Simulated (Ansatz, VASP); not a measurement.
Given: the input of a run of Ansatz 0.2.0 on TiB2.

Contents of input.yaml:

```yaml
crystal:
  lattice:
    - [3.0292, 0.0, 0.0]
    - [-1.5146, 2.6233641531, 0.0]
    - [0.0, 0.0, 3.2284]
  atoms:
    - { symbol: Ti, position: [0.0, 0.0, 0.0] }
    - { symbol: B, position: [0.6666666667, 0.3333333333, 0.5] }
    - { symbol: B, position: [0.3333333333, 0.6666666667, 0.5] }
hamiltonian:
  xc: pbe
  pseudopotentials: { kind: paw }
kpoints:
  mp_grid: { grid: [10, 10, 8] }
scf:
  occupations: { method: gaussian, width: 0.03 }
output:
  forces: true
  stress: true
  eigenvalues: true
```

Potentials or basis: Ansatz PAW.

Run with:

```sh
$ ansatz run input.yaml --threads 2 --pin off --max-ram 5632MiB --backend cpu --events-out ev --progress --plain --runs-dir out
```

**Question.** Set up the same calculation for VASP 6.6.1. Potentials there: VASP PAW PBE potentials, release 64 (Ti_sv, B).

**Answer.** As run (the cutoff follows the program's own potentials):

File INCAR:

```
SYSTEM = TiB2
PREC = Accurate
ENCUT = 520
EDIFF = 1E-6
ISMEAR = 0
SIGMA = 0.03
LREAL = .FALSE.
LASPH = .TRUE.
NELM = 80
ALGO = Normal
ISIF = 2
LWAVE = .FALSE.
LCHARG = .FALSE.
GGA = PE
NBANDS = 16
```

KPOINTS

```
regular mesh
0
G
  10 10 8
  0 0 0
```

The input POSCAR:

```
TiB2
1.0
    3.0292000000      0.0000000000      0.0000000000
   -1.5146000000      2.6233641531      0.0000000000
    0.0000000000      0.0000000000      3.2284000000
Ti B
1 2
Direct
    0.0000000000      0.0000000000      0.0000000000
    0.6666666667      0.3333333333      0.5000000000
    0.3333333333      0.6666666667      0.5000000000
```

Potentials or basis: VASP PAW PBE potentials, release 64 (Ti_sv, B).

Command:

```console
$ cat potpaw_PBE.64/Ti_sv/POTCAR potpaw_PBE.64/B/POTCAR > POTCAR
$ mpirun -np 1 vasp_std > vasp.out
```

Both were run:

|  | VASP | Ansatz | Ansatz less VASP |
| --- | --- | --- | --- |
| gap on the k mesh at the Fermi level (eV) | none | none | - |
| pressure (GPa) | 0.6 | 0.3 | -0.27 |
| largest component of the traceless stress (GPa) | 0.04 | 0.06 | +0.018 |

A gap of «none» marks a metal or a gap that the smearing closes.
